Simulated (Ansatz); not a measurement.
## Nuclear-site quantities of ZrN as the cell is scaled

```xyz
2
Lattice="0.0000 2.2842 2.2842 2.2842 0.0000 2.2842 2.2842 2.2842 0.0000" Properties=species:S:1:pos:R:3 pbc="T T T"
Zr    0.0000    0.0000    0.0000
N     2.2842    2.2842    2.2842
```

Atom numbers follow the list: Zr1, N2.

The cell comes from COD entry 4303945, which wasn't checked; take it as a given geometry.

Spin polarisation is left out, and whether a magnetic state lies lower isn't shown here.

These are results of DFT, PBEsol, all-electron PAW with datasets made for the crystal, scalar-relativistic (Ansatz 0.2.0), not measurements.

The runs use a Γ-centred 9×9×9 k mesh, Fermi–Dirac smearing of 0.01 eV, cutoff 320 eV (chosen by the program for this cell), no spin polarisation.

The contact density is the mean electron density over the nuclear volume; its changes follow the s electrons' response to bonding and compression. Changes below are taken from the unscaled cell, where it is 489770 e/Å³ at Zr1, 1405.1 e/Å³ at N2.

Volumes at which the program chose other datasets or cutoffs are left out.

```tsv
V/V(cell)	P (GPa)	Δρ(0) Zr1 (e/Å³)	Δρ(0) N2 (e/Å³)
0.9800	2.6	?	-0.03
0.9900	-0.1	0.20	-0.02
1.0000	-2.8	0.00	0.00
1.0100	-5.3	-0.20	0.02
1.0200	-7.6	-0.39	0.04
1.0400	-12.0	?	?
```

Q: Fill in "Δρ(0) Zr1 (e/Å³)" for the row "0.9800".

A: 0.40.

Q: Give the missing entry: row "1.0400", column "Δρ(0) N2 (e/Å³)".

A: 0.08.

Q: Give the missing entry: row "1.0400", column "Δρ(0) Zr1 (e/Å³)".

A: -0.77.

The datasets are made afresh for each cell, so very small changes are uncertain.
